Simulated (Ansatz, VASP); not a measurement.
Two plane-wave programs on C

```
CELL_PARAMETERS angstrom
0.00000 1.78337 1.78337
1.78337 0.00000 1.78337
1.78337 1.78337 0.00000
ATOMIC_POSITIONS crystal
C 0.75000 0.75000 0.75000
C 0.50000 0.50000 0.50000
```

This isn't the form of C at room conditions, which is graphite.

Alike in both runs: task relaxation of cell and atoms; functional PBE0; k mesh 7 × 7 × 7; occupations fermi-dirac, width 0.05 eV; no spin polarisation.

```csv
,VASP,Ansatz
version,VASP 6.6.1,Ansatz 0.2.0
potentials or method,"VASP PAW PBE potentials, release 64 (C)",Ansatz PAW
plane-wave cutoff (eV),600,420
valence electrons in the cell,8,8
```

```tsv
	VASP	Ansatz	Ansatz less VASP
gap on the k mesh at the Fermi level, each at its own relaxed structure (eV)	6.22	6.21	-0.012
relaxed volume (Å³/atom)	5.57	5.57	-0.001
relaxed cell length with the largest relative difference (Å)	2.507	2.507	-0.0002
energy change over the relaxation (meV/atom)	-3	-3	0.0
```

Caveats: the k mesh is coarse (spacing up to 0.44 Å⁻¹), so the values aren't converged, least of all with exact exchange; the PAW data sets were made with another functional, which shifts forces and pressure a little (VASP); an odd mesh through Γ misses points on the zone boundary, where band edges often lie (VASP); odd divisions of the mesh miss points on the zone boundary, where band edges often lie, so the gap on the mesh can be too wide (Ansatz); the plane-wave basis is chosen anew once the cell has moved, so the energies of steps on either side of that aren't comparable (Ansatz); the pressure holds a Pulay correction of +0.8 GPa for the finite cutoff (Ansatz); the PAW data sets come from PBE, with cores solved anew for the run's functional, which leaves a small shift of forces and pressure (Ansatz).
